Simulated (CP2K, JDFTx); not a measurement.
**Equation of state of MgO under r2SCAN**

Symmetry: Fm-3m, No. 225, cubic system. The conventional cell has a = 4.194 Å, b = 4.194 Å, c = 4.194 Å, α = 90.00°, β = 90.00°, γ = 90.00°. Around Mg (site symmetry m-3m) lie 6 O at 2.10 Å. O (site symmetry m-3m) is surrounded by 6 Mg at 2.10 Å.

The cell is a database's computed one, not the measured one.

The cell was scaled at fixed shape and fractions and run with CP2K, POTENTIAL_UZH Mg GTH-SCAN-q10, O GTH-SCAN-q6; TZVP-MOLOPT-SCAN-GTH basis; r2SCAN, k mesh 11 × 11 × 11 on the cell of 2 atoms, fermi-dirac occupations of 0.05 eV, no spin polarisation, no spin-orbit coupling. Energies are those that the program minimises, any entropy of the smearing included.

```csv
V (Å³/atom),energy over the lowest row (meV/atom)
8.6681,40.98
8.8525,23.32
9.0370,?
9.2214,3.29
9.4058,0.00
9.5902,0.63
9.7747,4.80
```

Question: Fit the third-order Birch-Murnaghan form, give V0, B0 and B′, and predict the energy left open.

Answer: With y = (V0/V)^(2/3), E = E0 + (9 V0 B0/16) [(y - 1)³ B′ + (y - 1)² (6 - 4y)]. Least squares through the rows shown give V0 = 9.4667 Å³/atom, E0 = -0.21 meV, B0 = 169.1 GPa (1 eV/Å³ = 160.218 GPa) and B′ = 4.03, with a largest miss of 0.01 meV. At V = 9.0370 the form with these constants gives 10.92 meV; the run gave 10.92 meV an atom. Other set-ups at this level, from all their volumes (Å³/atom, GPa): JDFTx, SG15-PBE-1.2 with smoothed tails (made for PBE): V0 9.364, B0 164.7. Measured volume: 9.339 Å³/atom at 300 K (arxiv:1807.05012), so the fit lies +1.4 % from it. The runs are for a static lattice.
